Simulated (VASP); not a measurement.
# Ta2N (P-3m1) in VASP: a series of runs

One crystal, Ta2N, is run at these levels: PBEsol+U, RPBE; tasks: single point, relaxation of cell and atoms.

All numbers are computed with VASP 6.6.1; they aren't measurements. Logs are shortened: lines on timing, memory, paths and dates and some standing lists are left out, and cuts for length are marked.

### Step 1. Starting point

The structure is trigonal, space group P-3m1 (No. 164). The conventional cell has a = 3.092 Å, b = 3.092 Å, c = 4.837 Å, α = 90.00°, β = 90.00°, γ = 120.00°. Ta (site symmetry 3m) has 3 N at 2.17 Å as nearest neighbours. N (site symmetry -3m) is surrounded by 6 Ta at 2.17 Å.

The cell comes from a database or a generator and needn't be the stable form of this composition.

### Step 2. Single point, PBEsol+U

The input, INCAR:

```
ALGO = Normal
EDIFF = 1E-7
ENCUT = 520
GGA = PS
ISIF = 2
ISMEAR = 0
LASPH = True
LCHARG = True
LDAU = True
LDAUJ = 0 0
LDAUL = 2 -1
LDAUPRINT = 1
LDAUTYPE = 2
LDAUU = 2 0
LELF = True
LMAXMIX = 4
LREAL = False
LVHAR = True
LWAVE = False
NBANDS = 20
NELM = 150
PREC = Accurate
SIGMA = 0.1
```

The input, KPOINTS:

```
k-points
0
Gamma
  10 10 6
```

The input, POSCAR:

```
Ta2N
1.0
    3.0919691885      0.0000000000      0.0000000000
   -1.5459845943      2.6777238649      0.0000000000
    0.0000000000      0.0000000000      4.8371565186
Ta N
2 1
Direct
    0.3333333333      0.6666666667      0.2547110000
    0.6666666667      0.3333333333      0.7452890000
    0.0000000000      0.0000000000      0.0000000000
```

Potentials or basis: VASP PAW PBE potentials, release 64 (Ta_pv, N).

Command:

```sh
$ cat potpaw_PBE.64/Ta_pv/POTCAR potpaw_PBE.64/N/POTCAR > POTCAR
$ mpirun -np 1 vasp_std > vasp.out
```

OUTCAR:

```text
EDIFF = 1E-7
   ENCUT = 520
   GGA = PS
   ISIF = 2
   ISMEAR = 0
   LASPH = True
   LREAL = False
   NELM = 150
   PREC = Accurate

 ion  position               nearest neighbor table
   1  0.333  0.667  0.255-   3 2.17   3 2.17   3 2.17   2 2.97   2 2.97   2 2.97   2 3.04   2 3.04
                             2 3.04
   2  0.667  0.333  0.745-   3 2.17   3 2.17   3 2.17   1 2.97   1 2.97   1 2.97   1 3.04   1 3.04
                             1 3.04
   3  0.000  0.000  0.000-   1 2.17   2 2.17   1 2.17   2 2.17   2 2.17   1 2.17

  LATTYP: Found a hexagonal cell.
 ALAT       =     3.0919691885
 C/A-ratio  =     1.5644258476

  Lattice vectors:

 A1 = (   3.0919691885,   0.0000000000,   0.0000000000)
 A2 = (  -1.5459845943,   2.6777238649,   0.0000000000)
 A3 = (   0.0000000000,   0.0000000000,   4.8371565186)

Analysis of symmetry for initial positions (statically):
=====================================================================
 Subroutine PRICEL returns:
 Original cell was already a primitive cell.

 Routine SETGRP: Setting up the symmetry group for a
 hexagonal supercell.

 Subroutine GETGRP returns: Found 12 space group operations
 (whereof 12 operations were pure point group operations)
 out of a pool of 24 trial point group operations.

The static configuration has the point symmetry D_3d.

Analysis of symmetry for dynamics (positions and initial velocities):
=====================================================================
 Subroutine PRICEL returns:
 Original cell was already a primitive cell.

 Routine SETGRP: Setting up the symmetry group for a
 hexagonal supercell.

 Subroutine GETGRP returns: Found 12 space group operations
 (whereof 12 operations were pure point group operations)
 out of a pool of 24 trial point group operations.

The dynamic configuration has the point symmetry D_3d.

 Subroutine INISYM returns: Found 12 space group operations
 (whereof 12 operations are pure point group operations),
 and found     1 'primitive' translations

----------------------------------------------------------------------------------------

                                     Primitive cell

  volume of cell :      40.0489

  direct lattice vectors                    reciprocal lattice vectors
     3.091969188  0.000000000  0.000000000     0.323418488  0.186725751  0.000000000
    -1.545984594  2.677723865  0.000000000     0.000000000  0.373451502  0.000000000
     0.000000000  0.000000000  4.837156519     0.000000000  0.000000000  0.206733025

  length of vectors
     3.091969188  3.091969188  4.837156519     0.373451502  0.373451502  0.206733025

  position of ions in fractional coordinates (direct lattice)
     0.333333333  0.666666667  0.254711000
     0.666666667  0.333333333  0.745289000
     0.000000000  0.000000000  0.000000000

  ion indices of the primitive-cell ions
   primitive index   ion index
                 1           1
                 2           2
                 3           3

----------------------------------------------------------------------------------------

 KPOINTS: k-points

[... 90 lines left out ...]
  Thomas-Fermi vector in A             =   2.554780
   LORBIT       =      0    0 simple, 1 ext, 2 COOP (PROOUT), +10 PAW based schemes
 LDA+U is selected, type is set to LDAUTYPE =  2
   angular momentum for each species LDAUL =     2   -1
   U (eV)           for each species LDAUU =   2.0  0.0
   J (eV)           for each species LDAUJ =   0.0  0.0
   GGA     = PS    functional components
   LHFCALC =     F    Hartree Fock is set to
   AEXX    =    0.0000 exact exchange contribution
   IVDW    =     0    specifies the selected vdW correction
   LEPSILON=     F    determine dielectric tensor
   LRPA    =     F    only Hartree local field effects (RPA)
 non-spin polarized calculation
 Gauss-broadening in eV      SIGMA  =   0.10
  energy-cutoff  :      520.00
  volume of cell :       40.05
 maximum number of plane-waves:      1090
 NGX is ok and might be reduce to    24
   NGX = 11   NGY = 11   NGZ = 17

atom =   1  type =  1  l = 2

 onsite density matrix

spin component  1

  0.2309 -0.0000  0.0000 -0.0098 -0.0000
 -0.0000  0.2320  0.0000 -0.0000 -0.0098
  0.0000  0.0000  0.2514 -0.0000 -0.0000
 -0.0098 -0.0000 -0.0000  0.2320  0.0000
 -0.0000 -0.0098 -0.0000  0.0000  0.2309

spin component  2

  0.2309 -0.0000  0.0000 -0.0098 -0.0000
 -0.0000  0.2320  0.0000 -0.0000 -0.0098
  0.0000  0.0000  0.2514 -0.0000 -0.0000
 -0.0098 -0.0000 -0.0000  0.2320  0.0000
 -0.0000 -0.0098 -0.0000  0.0000  0.2309

 occupancies and eigenvectors

  o =  0.2216  v =  0.2480  0.6459  0.0000  0.2346  0.6829  0.0000  0.0000  0.0000  0.0000  0.0000      0.0000  0.0000  0.0000  0.0000  0.0000  0.0000  0.0000  0.0000  0.0000  0.0000
  o =  0.2216  v =  0.0000  0.0000  0.0000  0.0000  0.0000  0.2480  0.6459  0.0000  0.2346  0.6829      0.0000  0.0000  0.0000  0.0000  0.0000  0.0000  0.0000  0.0000  0.0000  0.0000
  o =  0.2216  v =  0.0000  0.0000  0.0000  0.0000  0.0000 -0.6829  0.2346  0.0000 -0.6459  0.2480      0.0000  0.0000  0.0000  0.0000  0.0000  0.0000  0.0000  0.0000  0.0000  0.0000
  o =  0.2216  v = -0.6829  0.2346  0.0000 -0.6459  0.2480  0.0000  0.0000  0.0000  0.0000  0.0000      0.0000  0.0000  0.0000  0.0000  0.0000  0.0000  0.0000  0.0000  0.0000  0.0000
  o =  0.2413  v = -0.2346  0.6829 -0.0000  0.2480 -0.6459  0.0000  0.0000  0.0000  0.0000  0.0000      0.0000  0.0000  0.0000  0.0000  0.0000  0.0000  0.0000  0.0000  0.0000  0.0000
  o =  0.2413  v =  0.0000  0.0000  0.0000  0.0000  0.0000 -0.2346  0.6829 -0.0000  0.2480 -0.6459      0.0000  0.0000  0.0000  0.0000  0.0000  0.0000  0.0000  0.0000  0.0000  0.0000
  o =  0.2413  v =  0.0000  0.0000  0.0000  0.0000  0.0000  0.6459  0.2480 -0.0000 -0.6829 -0.2346      0.0000  0.0000  0.0000  0.0000  0.0000  0.0000  0.0000  0.0000  0.0000  0.0000
  o =  0.2413  v =  0.6459  0.2480 -0.0000 -0.6829 -0.2346  0.0000  0.0000  0.0000  0.0000  0.0000      0.0000  0.0000  0.0000  0.0000  0.0000  0.0000  0.0000  0.0000  0.0000  0.0000
  o =  0.2514  v =  0.0000  0.0000  1.0000 -0.0000 -0.0000  0.0000  0.0000  0.0000  0.0000  0.0000      0.0000  0.0000  0.0000  0.0000  0.0000  0.0000  0.0000  0.0000  0.0000  0.0000
  o =  0.2514  v =  0.0000  0.0000  0.0000  0.0000  0.0000  0.0000  0.0000  1.0000 -0.0000 -0.0000      0.0000  0.0000  0.0000  0.0000  0.0000  0.0000  0.0000  0.0000  0.0000  0.0000

atom =   2  type =  1  l = 2

 onsite density matrix

spin component  1

  0.2309 -0.0000  0.0000 -0.0098 -0.0000
 -0.0000  0.2320  0.0000 -0.0000 -0.0098
  0.0000  0.0000  0.2514 -0.0000 -0.0000
 -0.0098 -0.0000 -0.0000  0.2320  0.0000
 -0.0000 -0.0098 -0.0000  0.0000  0.2309

spin component  2

  0.2309 -0.0000  0.0000 -0.0098 -0.0000
 -0.0000  0.2320  0.0000 -0.0000 -0.0098
  0.0000  0.0000  0.2514 -0.0000 -0.0000
 -0.0098 -0.0000 -0.0000  0.2320  0.0000
 -0.0000 -0.0098 -0.0000  0.0000  0.2309

 occupancies and eigenvectors

  o =  0.2216  v =  0.2480  0.6459  0.0000  0.2346  0.6828  0.0000  0.0000  0.0000  0.0000  0.0000      0.0000  0.0000  0.0000  0.0000  0.0000  0.0000  0.0000  0.0000  0.0000  0.0000
  o =  0.2216  v =  0.0000  0.0000  0.0000  0.0000  0.0000  0.2480  0.6459  0.0000  0.2346  0.6828      0.0000  0.0000  0.0000  0.0000  0.0000  0.0000  0.0000  0.0000  0.0000  0.0000
  o =  0.2216  v =  0.0000  0.0000  0.0000  0.0000  0.0000 -0.6828  0.2346  0.0000 -0.6459  0.2480      0.0000  0.0000  0.0000  0.0000  0.0000  0.0000  0.0000  0.0000  0.0000  0.0000
  o =  0.2216  v = -0.6828  0.2346  0.0000 -0.6459  0.2480  0.0000  0.0000  0.0000  0.0000  0.0000      0.0000  0.0000  0.0000  0.0000  0.0000  0.0000  0.0000  0.0000  0.0000  0.0000
  o =  0.2413  v = -0.2346  0.6828 -0.0000  0.2480 -0.6459  0.0000  0.0000  0.0000  0.0000  0.0000      0.0000  0.0000  0.0000  0.0000  0.0000  0.0000  0.0000  0.0000  0.0000  0.0000
  o =  0.2413  v =  0.0000  0.0000  0.0000  0.0000  0.0000 -0.2346  0.6828 -0.0000  0.2480 -0.6459      0.0000  0.0000  0.0000  0.0000  0.0000  0.0000  0.0000  0.0000  0.0000  0.0000
  o =  0.2413  v =  0.0000  0.0000  0.0000  0.0000  0.0000  0.6459  0.2480 -0.0000 -0.6828 -0.2346      0.0000  0.0000  0.0000  0.0000  0.0000  0.0000  0.0000  0.0000  0.0000  0.0000
  o =  0.2413  v =  0.6459  0.2480 -0.0000 -0.6828 -0.2346  0.0000  0.0000  0.0000  0.0000  0.0000      0.0000  0.0000  0.0000  0.0000  0.0000  0.0000  0.0000  0.0000  0.0000  0.0000
  o =  0.2514  v =  0.0000  0.0000  1.0000 -0.0000 -0.0000  0.0000  0.0000  0.0000  0.0000  0.0000      0.0000  0.0000  0.0000  0.0000  0.0000  0.0000  0.0000  0.0000  0.0000  0.0000
  o =  0.2514  v =  0.0000  0.0000  0.0000  0.0000  0.0000  0.0000  0.0000  1.0000 -0.0000 -0.0000      0.0000  0.0000  0.0000  0.0000  0.0000  0.0000  0.0000  0.0000  0.0000  0.0000

 number of electron      27.0000000 magnetization

 Free energy of the ion-electron system (eV)
  ---------------------------------------------------
  ext. energy  EPLUGINS =         0.00000000
  ---------------------------------------------------
  free energy    TOTEN  =       -32.85199838 eV

  energy without entropy =      -32.84315949  energy(sigma->0) =      -32.84757893

 E-fermi :   7.7961     XC(G=0): -13.0923

 val. band max:        7.7905864707   @ k =   0.1000   0.0000   0.0000
 cond. band min:       7.8039318378   @ k =   0.1000   0.0000   0.0000
 fundamental gap:      0.0133453671
 Fermi energy:         7.7960822724

 k-point     1 :       0.0000    0.0000    0.0000
  band No.  band energies     occupation
      1     -28.2956      2.00000
      2     -27.5293      2.00000
      3     -27.5293      2.00000
      4     -27.3957      2.00000
      5     -27.3957      2.00000
      6     -27.2747      2.00000
[... 541 lines left out ...]
     19      12.4655      0.00000
     20      13.3714      0.00000

 [... further k-points ...]
[... 5 lines left out ...]
  --------------------------------------------------------------------------------------
  -------------------------------------------------------------------------------------
  Total        0.4502464      0.4502464      1.1404193     -0.0000000      0.0000000      0.0000000
  in kB       18.0123226     18.0123226     45.6230229     -0.0000000      0.0000000      0.0000000
  external PRESSURE =      27.2158894 kB  Pullay stress =       0.0000000 kB

 VOLUME and BASIS-vectors are now :
 -----------------------------------------------------------------------------
  energy-cutoff  :      520.00
  volume of cell :       40.05
      direct lattice vectors                 reciprocal lattice vectors
     3.091969188  0.000000000  0.000000000     0.323418488  0.186725751  0.000000000
    -1.545984594  2.677723865  0.000000000     0.000000000  0.373451502  0.000000000
     0.000000000  0.000000000  4.837156519     0.000000000  0.000000000  0.206733025

 POSITION                                       TOTAL-FORCE (eV/Angst)
 -----------------------------------------------------------------------------------
     -0.00000      1.78515      1.23208        -0.000000      0.000000      0.139335
      1.54598      0.89257      3.60508         0.000000     -0.000000     -0.139335
      0.00000      0.00000      0.00000        -0.000000      0.000000     -0.000000
 -----------------------------------------------------------------------------------
    total drift:                               -0.000000      0.000000      0.000000

  FREE ENERGIE OF THE ION-ELECTRON SYSTEM (eV)
  ---------------------------------------------------
  free  energy   TOTEN  =       -32.8519983823 eV

  energy  without entropy=      -32.8431594857  energy(sigma->0) =      -32.84757893
```

It took 46 s on 1 thread of AMD EPYC 7R13 (Zen 3), shared host; peak memory 0.16 GiB.

What came out:

```
Free energy            : -32.8520 eV
Pressure               : 2.7 GPa
Largest force          : 0.139 eV/Å
Band gap on the k mesh : none (metal or under the smearing width)
```

Forces on the atoms (eV/Å):
```
Ta   0.000  0.000  0.139
Ta   0.000  0.000 -0.139
N    0.000  0.000  0.000
```

Levels at points of the mesh, in eV from the Fermi level:
```csv
k point,band 12,band 13,band 14,band 15,band 16,band 17
"(0.00, 0.00, 0.00)",-0.70,-0.21,-0.21,0.21,0.32,0.32
"(0.50, 0.00, 0.00)",-2.77,-1.51,1.83,1.93,3.81,4.16
"(0.00, 0.00, 0.50)",-2.84,-1.12,-1.12,1.78,1.78,2.38
"(0.50, 0.00, 0.50)",-2.31,-2.25,-0.32,0.77,3.46,3.61
```

Eigenvalues of the final occupation matrices:
```tsv
site	spin	trace	eigenvalues
site 1 d	1	1.18	0.22 0.22 0.24 0.24 0.25
site 1 d	2	1.18	0.22 0.22 0.24 0.24 0.25
site 2 d	1	1.18	0.22 0.22 0.24 0.24 0.25
site 2 d	2	1.18	0.22 0.22 0.24 0.24 0.25
```

Caveat: the PAW data sets were made with another functional, which shifts forces and pressure a little; U without spin polarisation on a metal has little footing. The run has no spin-orbit coupling, so splittings on Ta are missing.

### Step 3. Relaxation of cell and atoms, RPBE

This run uses another cell than the first one, of 13.62 Å³/atom, 1.020 times its volume.

The input, INCAR:

```
ALGO = Fast
EDIFF = 1E-6
EDIFFG = -0.01
ENCUT = 600
GGA = RP
IBRION = 2
ISIF = 3
ISMEAR = 0
LASPH = True
LCHARG = False
LREAL = False
LWAVE = False
NELM = 100
NSW = 60
PREC = Accurate
SIGMA = 0.001
```

KPOINTS is that of step 2.

The input, POSCAR:

```
Ta2N
1.0
    3.1128615060      0.0000000000      0.0000000000
   -1.5564307530      2.6958171426      0.0000000000
    0.0000000000      0.0000000000      4.8698410000
Ta N
2 1
Direct
    0.3581420000      0.6641500000      0.2611140000
    0.6742040000      0.3146850000      0.7408560000
    0.0067180000      0.0186010000      0.0001630000
```

Potentials or basis: VASP PAW PBE potentials, release 64 (Ta_pv, N).

Command:

```sh
$ cat potpaw_PBE.64/Ta_pv/POTCAR potpaw_PBE.64/N/POTCAR > POTCAR
$ mpirun -np 1 vasp_std > vasp.out
```

Run time: 15 min. Hardware: 1 thread of Intel Xeon 6975P-C (Granite Rapids), shared host; peak memory 0.4 GiB.

The run converged. Its results:

```yaml
Free_energy: -32.8544 eV
Relaxed_volume: 13.76 Å³/atom
Relaxed_cell: a = 3.108 Å, b = 3.115 Å, c = 4.923 Å, α = 90.06°, β = 90.27°, γ = 120.03°
Space_group_after_relaxing_to_0.05_Å: P-3m1 (No. 164)
Energy_gained_by_relaxing: 27.2 meV/atom
Ionic_steps: 15
Pressure_after_relaxing: 0.0 GPa
Largest_force_after_relaxing: 0.007 eV/Å
Band_gap_on_the_k_mesh: none (metal or under the smearing width)
```

Forces on the atoms (eV/Å):
```
Ta  -0.001 -0.001  0.001
Ta  -0.002 -0.004 -0.004
N    0.004  0.006  0.003
```

Step by step:
| step | energy change (eV) | largest force (eV/Å) | pressure (GPa) | volume (Å³) |
| --- | --- | --- | --- | --- |
| 1 | 0.0000 | 1.1846 | 3.11 | 40.87 |
| 2 | -0.0497 | 0.2347 | -7.16 | 42.44 |
| 3 | -0.0561 | 0.4518 | -4.77 | 42.03 |
| 4 | -0.0525 | 0.5815 | 5.56 | 40.57 |
| 5 | -0.0797 | 0.1366 | -0.03 | 41.30 |
| 6 | -0.0814 | 0.0319 | 0.14 | 41.24 |
| 7 | -0.0814 | 0.0326 | 0.12 | 41.25 |
| 8 | -0.0814 | 0.0334 | 0.14 | 41.25 |
| 9 | -0.0810 | 0.0714 | 0.04 | 41.27 |
| 10 | -0.0814 | 0.0325 | 0.12 | 41.25 |
| 11 | -0.0815 | 0.0178 | -0.18 | 41.30 |
| 12 | -0.0815 | 0.0223 | -0.15 | 41.29 |
| 13 | -0.0815 | 0.0077 | 0.10 | 41.25 |
| 14 | -0.0815 | 0.0104 | 0.05 | 41.26 |
| 15 | -0.0815 | 0.0073 | 0.00 | 41.27 |

Final structure:
```
CELL_PARAMETERS angstrom
3.10813 -0.00284 -0.00738
-1.55650 2.69861 -0.00154
-0.01180 -0.00947 4.92288
ATOMIC_POSITIONS crystal
Ta 0.35304 0.66976 0.25660
Ta 0.67311 0.32863 0.74485
N 0.01291 0.99904 0.00068
```

Levels at points of the mesh, in eV from the Fermi level:
```tsv
k point	band 10	band 11	band 12	band 13	band 14	band 15	band 16	band 17
(0.00, 0.00, 0.00)	-5.91	-5.07	-0.78	-0.24	-0.24	0.19	0.25	0.44
(0.50, 0.00, 0.00)	-6.26	-4.53	-2.66	-1.33	1.54	1.88	3.74	3.91
(0.00, 0.50, 0.00)	-6.26	-4.50	-2.63	-1.46	1.53	1.95	3.68	3.86
(0.50, 0.50, 0.00)	-6.27	-4.50	-2.63	-1.44	1.53	1.95	3.69	3.86
(0.00, 0.00, 0.50)	-6.08	-2.99	-2.72	-1.08	-1.05	1.67	1.85	2.23
(0.50, 0.00, 0.50)	-6.01	-3.32	-2.25	-2.07	-0.46	0.66	3.30	3.51
(0.00, 0.50, 0.50)	-6.02	-3.29	-2.19	-2.18	-0.38	0.71	3.32	3.58
(0.50, 0.50, 0.50)	-6.02	-3.29	-2.19	-2.18	-0.39	0.70	3.32	3.57
```

Caveat: the PAW data sets were made with another functional, which shifts forces and pressure a little. The run has no spin-orbit coupling, so splittings on Ta are missing.
